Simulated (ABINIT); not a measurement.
# CuO (F-43m) in ABINIT: reference runs

How does CuO come out in PBE? The cell is run as given.

All numbers are computed with ABINIT 10.8.3 (patched build); they aren't measurements. Logs are shortened: lines on timing, memory, paths and dates and some standing lists are left out, and cuts for length are marked. The log counts tension as positive stress, the text compression.

## 1. The crystal as given

It takes space group F-43m (No. 216, cubic). The conventional cell has a = 4.655 Å, b = 4.655 Å, c = 4.655 Å, α = 90.00°, β = 90.00°, γ = 90.00°. Cu (site symmetry -43m) is surrounded by 4 O at 2.02 Å. Around O (site symmetry -43m) lie 4 Cu at 2.02 Å.

Measurements of this composition are mostly on another form, of space group No. 15.

## 2. Single point, PBE

File run.abi:

```
# Pseudopotentials
pp_dirpath "./"
pseudos "Cu.GGA_PBE-JTH.xml, O.GGA_PBE-JTH.xml"

# Structure
structure "poscar:POSCAR"
natom 2

# Plane-wave basis
ecut 26.0
pawecutdg 48.0
pawxcdev 0

# k points
kptopt 1
ngkpt 10 10 10
nshiftk 1
shiftk 0.0 0.0 0.0

# Exchange and correlation
ixc 11

# Bands and occupations
nband 17
occopt 3
tsmear 0.05 eV

# SCF cycle
nstep 100
tolvrs 1.0e-9

# Output
iomode 3
prtwf 0
prtden 0
prteig 0
prtebands 0
```

File POSCAR:

```
CuO
1.0
    0.0000000000      2.3272527300      2.3272527300
    2.3272527300      0.0000000000      2.3272527300
    2.3272527300      2.3272527300      0.0000000000
Cu O
1 1
Direct
    0.0000000000      0.0000000000      0.0000000000  Cu
    0.2500000000      0.2500000000      0.2500000000  O
```

Potentials or basis: JTH PAW PBE v2.0.

Run with:

```console
> mpirun --bind-to none -np 4 abinit run.abi > log 2>&1
```

run.abo:

```text
.Version 10.8.3 of ABINIT
 Symmetries : space group F-4 3 m (#216); Bravais cF (face-center cubic)
================================================================================
 Values of the parameters that define the memory need of the present run
     intxc =       0    ionmov =       0      iscf =      17    lmnmax =      18
     lnmax =       6     mgfft =      30  mpssoang =       3    mqgrid =    3001
     natom =       2  nloc_mem =       2    nspden =       1   nspinor =       1
    nsppol =       1      nsym =      24    n1xccc =       1    ntypat =       2
    occopt =       3   xclevel =       2
       mpw =        1091          nfft =       27000          nkpt =          47
Pmy_natom=         1
 PAW method is used; the additional fine FFT grid is defined by:
   mgfftf=        40    nfftf =     64000
================================================================================
================================================================================

--------------------------------------------------------------------------------
------------- Echo of variables that govern the present computation ------------
--------------------------------------------------------------------------------
 -outvars: echo values of preprocessed input variables --------
            acell      1.0000000000E+00  1.0000000000E+00  1.0000000000E+00 Bohr
              amu      6.35460000E+01  1.59994000E+01
             ecut      2.60000000E+01 Hartree
              ixc          11
         kptrlatt       10    0    0      0   10    0      0    0   10
          kptrlen      6.21952780E+01
            natom           2
            nband          17
            ngfft          30      30      30
          ngfftdg          40      40      40
             nkpt          47
            nstep         100
             nsym          24
           ntypat           2
           occopt           3
        pawecutdg      4.80000000E+01 Hartree
         pawxcdev           0
           prtden           0
        prtebands           0
           prteig           0
            prtwf           0
            rprim      0.0000000000E+00  4.3978702855E+00  4.3978702855E+00
                       4.3978702855E+00  0.0000000000E+00  4.3978702855E+00
                       4.3978702855E+00  4.3978702855E+00  0.0000000000E+00
          spgroup         216
           tolvrs      1.00000000E-09
           tsmear      1.83746611E-03 Hartree
            typat      1  2
           useylm           1
           xangst      0.0000000000E+00  0.0000000000E+00  0.0000000000E+00
                       1.1636263650E+00  1.1636263650E+00  1.1636263650E+00
            xcart      0.0000000000E+00  0.0000000000E+00  0.0000000000E+00
                       2.1989351427E+00  2.1989351427E+00  2.1989351427E+00
             xred      0.0000000000E+00  0.0000000000E+00  0.0000000000E+00
                       2.5000000000E-01  2.5000000000E-01  2.5000000000E-01
            znucl       29.00000    8.00000

================================================================================

 chkinp: Checking input parameters for consistency.

================================================================================
== DATASET  1 ==================================================================

--- !DatasetInfo
iteration_state: {dtset: 1, }
dimensions: {natom: 2, nkpt: 47, mband: 17, nsppol: 1, nspinor: 1, nspden: 1, mpw: 1091, }
cutoff_energies: {ecut:  26.0, pawecutdg:  48.0, }
electrons: {nelect:   2.50000000E+01, charge:   0.00000000E+00, occopt:   3.00000000E+00, tsmear:   1.83746611E-03, }
meta: {optdriver: 0, ionmov: 0, optcell: 0, iscf: 17, paral_kgb: 0, }
...

 Exchange-correlation functional for the present dataset will be:
  GGA: Perdew-Burke-Ernzerhof functional - ixc=11
  J.P.Perdew, K.Burke, M.Ernzerhof, PRL 77, 3865 (1996)

 Real(R)+Recip(G) space primitive vectors, cartesian coordinates (Bohr,Bohr^-1):
 R(1)=  0.0000000  4.3978703  4.3978703  G(1)= -0.1136914  0.1136914  0.1136914
 R(2)=  4.3978703  0.0000000  4.3978703  G(2)=  0.1136914 -0.1136914  0.1136914
 R(3)=  4.3978703  4.3978703  0.0000000  G(3)=  0.1136914  0.1136914 -0.1136914
 Unit cell volume ucvol=  1.7012073E+02 bohr^3
 Angles (23,13,12)=  6.00000000E+01  6.00000000E+01  6.00000000E+01 degrees

 Coarse grid specifications (used for wave-functions):

 getcut: wavevector=  0.0000  0.0000  0.0000  ngfft=  30  30  30
         ecut(hartree)=     26.000   => boxcut(ratio)=   2.10375

 Fine grid specifications (used for densities):

 getcut: wavevector=  0.0000  0.0000  0.0000  ngfft=  40  40  40
         ecut(hartree)=     48.000   => boxcut(ratio)=   2.06213

--- Pseudopotential description ------------------------------------------------
- pspini: atom type   1  psp file is ./Cu.GGA_PBE-JTH.xml
 Pseudopotential format is: paw10
 basis_size (lnmax)=  6 (lmn_size= 18), orbitals=   0   0   1   1   2   2
 Spheres core radius: rc_sph= 2.00090475
 Shapefunction is SIN type: shapef(r)=[sin(pi*r/rshp)/(pi*r/rshp)]**2
 Radius for shape functions =  1.80603571
 Compensation charge density is not taken into account in XC energy/potential

[... 43 lines left out ...]
  sigma(3 3)=  3.33073148E-04  sigma(2 1)=  0.00000000E+00

--- !ResultsGS
iteration_state: {dtset: 1, }
comment   : Summary of ground state results
lattice_vectors:
- [  0.0000000,   4.3978703,   4.3978703, ]
- [  4.3978703,   0.0000000,   4.3978703, ]
- [  4.3978703,   4.3978703,   0.0000000, ]
lattice_lengths: [   6.21953,    6.21953,    6.21953, ]
lattice_angles: [ 60.000,  60.000,  60.000, ] # degrees, (23, 13, 12)
lattice_volume:   1.7012073E+02
convergence: {deltae: -1.137E-12, res2:  2.145E-10, residm:  2.441E-04, diffor: null, }
etotal    :  -2.14064665E+02
entropy   :   0.00000000E+00
fermie    :   1.12529759E-01
cartesian_stress_tensor: # hartree/bohr^3
- [  3.33073148E-04,   0.00000000E+00,   0.00000000E+00, ]
- [  0.00000000E+00,   3.33073148E-04,   0.00000000E+00, ]
- [  0.00000000E+00,   0.00000000E+00,   3.33073148E-04, ]
pressure_GPa:  -9.7994E+00
xred      :
- [  0.0000E+00,   0.0000E+00,   0.0000E+00, Cu]
- [  2.5000E-01,   2.5000E-01,   2.5000E-01,  O]
cartesian_forces: # hartree/bohr
- [  2.98955651E-31,  -6.57702433E-31,   1.79373391E-31, ]
- [ -2.98955651E-31,   6.57702433E-31,  -1.79373391E-31, ]
force_length_stats: {min:   7.44393568E-31, max:   7.44393568E-31, mean:   7.44393568E-31, }
...

 Integrated electronic density in atomic spheres:
 ------------------------------------------------
 Atom  Sphere_radius  Integrated_density
    1        2.00090         17.22510324
    2        1.41465          4.44480801

================================================================================

 ----iterations are completed or convergence reached----

 Mean square residual over all n,k,spin=   30.668E-08; max=  24.406E-05
 reduced coordinates (array xred) for    2 atoms
       0.000000000000      0.000000000000      0.000000000000
       0.250000000000      0.250000000000      0.250000000000
 rms dE/dt=  3.0058E-30; max dE/dt=  4.2073E-30; dE/dt below (all hartree)
    1       0.000000000000     -0.000000000000      0.000000000000
    2       0.000000000000      0.000000000000      0.000000000000

 cartesian coordinates (angstrom) at end:
    1      0.00000000000000     0.00000000000000     0.00000000000000
    2      1.16362636500000     1.16362636500000     1.16362636500000

 cartesian forces (hartree/bohr) at end:
    1      0.00000000000000    -0.00000000000000     0.00000000000000
    2     -0.00000000000000     0.00000000000000    -0.00000000000000
 frms,max,avg= 4.2977583E-31 6.5770243E-31   0.000E+00  0.000E+00  0.000E+00 h/b

 cartesian forces (eV/Angstrom) at end:
    1      0.00000000000000    -0.00000000000000     0.00000000000000
    2     -0.00000000000000     0.00000000000000    -0.00000000000000
 frms,max,avg= 2.2099962E-29 3.3820419E-29   0.000E+00  0.000E+00  0.000E+00 e/A
 length scales=  1.000000000000  1.000000000000  1.000000000000 bohr
              =  0.529177210544  0.529177210544  0.529177210544 angstroms
 Fermi (or HOMO) energy (hartree) =   0.11253   Average Vxc (hartree)=  -0.37496
 Eigenvalues (hartree) for nkpt=  47  k points:
 kpt#   1, nband= 17, wtk=  0.00100, kpt=  0.0000  0.0000  0.0000 (reduced coord)
  -4.00123   -2.43470   -2.43470   -2.43470   -0.56056   -0.04840   -0.04840   -0.04840
   0.04567    0.04567    0.13902    0.13902    0.13902    0.14349    0.61860    0.61860
   0.61860
      occupation numbers for kpt#   1
   2.00000    2.00000    2.00000    2.00000    2.00000    2.00000    2.00000    2.00000
   2.00000    2.00000    0.00000    0.00000    0.00000    0.00000    0.00000    0.00000
   0.00000
 prteigrs : prtvol=0 or 1, do not print more k-points.

--- !EnergyTerms
iteration_state     : {dtset: 1, }
comment             : Components of total free energy in Hartree
kinetic             :  1.82922919910409E+01
hartree             :  5.92771965107356E+01
xc                  : -5.58513183310891E+00
Ewald energy        : -1.13863729178574E+02
psp_core            :  6.14320708690892E+00
local_psp           : -1.47305857884115E+02
PAW spherical_terms : -3.10217762034717E+01
internal            : -2.14063799510584E+02
'-kT*entropy'       : -8.67061053650097E-04
total_energy        : -2.14064666571638E+02
total_energy_eV     : -5.82499632369798E+03
...

--- !EnergyTermsDC
iteration_state     : {dtset: 1, }
comment             : '"Double-counting" decomposition of free energy'
band_energy         : -2.34054690340016E+01
Ewald energy        : -1.13863729178574E+02
psp_core            :  6.14320708690892E+00
xc_dc               : -5.76350293764060E+01
PAW spherical_terms : -2.53027777611287E+01
internal            : -2.14063798263201E+02
'-kT*entropy'       : -8.67061053650097E-04
total_energy_dc     : -2.14064665324255E+02
total_energy_dc_eV  : -5.82499628975496E+03
...

--- !EnergyTermsWithPAWCore
iteration_state     : {dtset: 1, }
comment             : 'Components of total free energy, including PAW core contributions'
Total energy        : -1.73019996355932E+03
Total energy DC     : -1.73019996231194E+03
Total energy (eV)   : -4.70811394911949E+04
Total energy DC (eV): -4.70811394572519E+04
...

 Cartesian components of stress tensor (hartree/bohr^3)
  sigma(1 1)=  3.33073148E-04  sigma(3 2)=  0.00000000E+00
  sigma(2 2)=  3.33073148E-04  sigma(3 1)=  0.00000000E+00
  sigma(3 3)=  3.33073148E-04  sigma(2 1)=  0.00000000E+00

-Cartesian components of stress tensor (GPa)         [Pressure= -9.7994E+00 GPa]
- sigma(1 1)=  9.79935034E+00  sigma(3 2)=  0.00000000E+00
- sigma(2 2)=  9.79935034E+00  sigma(3 1)=  0.00000000E+00
- sigma(3 3)=  9.79935034E+00  sigma(2 1)=  0.00000000E+00

== END DATASET(S) ==============================================================
================================================================================

 -outvars: echo values of variables after computation  --------
            acell      1.0000000000E+00  1.0000000000E+00  1.0000000000E+00 Bohr
           etotal     -2.1406466532E+02
            fcart      2.9895565126E-31 -6.5770243278E-31  1.7937339076E-31
                      -2.9895565126E-31  6.5770243278E-31 -1.7937339076E-31
            rprim      0.0000000000E+00  4.3978702855E+00  4.3978702855E+00
                       4.3978702855E+00  0.0000000000E+00  4.3978702855E+00
                       4.3978702855E+00  4.3978702855E+00  0.0000000000E+00
           strten      3.3307314825E-04  3.3307314825E-04  3.3307314825E-04
                       0.0000000000E+00  0.0000000000E+00  0.0000000000E+00
           xangst      0.0000000000E+00  0.0000000000E+00  0.0000000000E+00
                       1.1636263650E+00  1.1636263650E+00  1.1636263650E+00
             xred      0.0000000000E+00  0.0000000000E+00  0.0000000000E+00
                       2.5000000000E-01  2.5000000000E-01  2.5000000000E-01
 Calculation completed.
```

Wall time 13 s (4 MPI ranks of Arm Neoverse V1, shared host); peak memory 0.36 GiB.

Results:

| Item | Value |
| --- | --- |
| Free energy | -5824.9963 eV |
| Pressure | -9.8 GPa |
| Band gap on the k mesh | none (metal or under the smearing width) |
| Valence electrons inside the program's atomic spheres | Cu 17.23; O 4.44 |

Caveat: an odd number of electrons without spin polarisation forces a metal; a magnetic or distorted state may lie lower; the run has no spin polarisation, though such a crystal can be magnetic; semilocal functionals often make such compounds metallic where correlation or magnetic order opens a gap, which also shifts bond lengths. With open d or f shells a metallic result of PBE can be an artefact of self-interaction; +U or a hybrid may open a gap.
